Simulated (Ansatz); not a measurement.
Yb: single point with PBE

Crystal: Yb.

```xyz
1
Lattice="-2.1515 2.1515 2.1515 2.1515 -2.1515 2.1515 2.1515 2.1515 -2.1515" Properties=species:S:1:pos:R:3 pbc="T T T"
Yb    0.0000    0.0000    0.0000
```

This isn't the form of Yb at room conditions, which is fcc.

```json
{
 "Program": "Ansatz 0.2.0",
 "Task": "single point",
 "Functional": "PBE",
 "Potentials or basis": "Ansatz PAW",
 "Cutoff": "420 eV (not typed: the program's choice for these potentials)",
 "k mesh": "9 × 9 × 9",
 "Occupations": "fermi-dirac, width 0.05 eV",
 "Spin": "collinear spin, ferromagnetic start",
 "Starting moments": "[1.0] μB"
}
```

- Pressure: -2.2 GPa
- Band gap on the k mesh: none (metal or under the smearing width)
- Net moment: 0.00 μB per cell
- Absolute moment: 0.00 μB per cell

Levels at points of the mesh, in eV from the Fermi level:
Spin up:
```
           k point  band 9  band 10  band 11  band 12  band 13  band 14  band 15  band 16
(0.00, 0.00, 0.00)   -0.32    -0.32    -0.32    -0.30     2.82     2.82     2.82     4.55
```
Spin down:
| k point | band 9 | band 10 | band 11 | band 12 | band 13 | band 14 | band 15 | band 16 |
| --- | --- | --- | --- | --- | --- | --- | --- | --- |
| (0.00, 0.00, 0.00) | -0.32 | -0.32 | -0.32 | -0.30 | 2.82 | 2.82 | 2.82 | 4.55 |

Wall time 2.7 s on 2 threads of Arm Neoverse V2 (shared host), peak memory 0.31 GiB.

Caveat: spin-orbit coupling is left out, which moves the levels of the heavy elements; the starting moments weren't kept. The state reached can hang on the start; a lower one may exist.
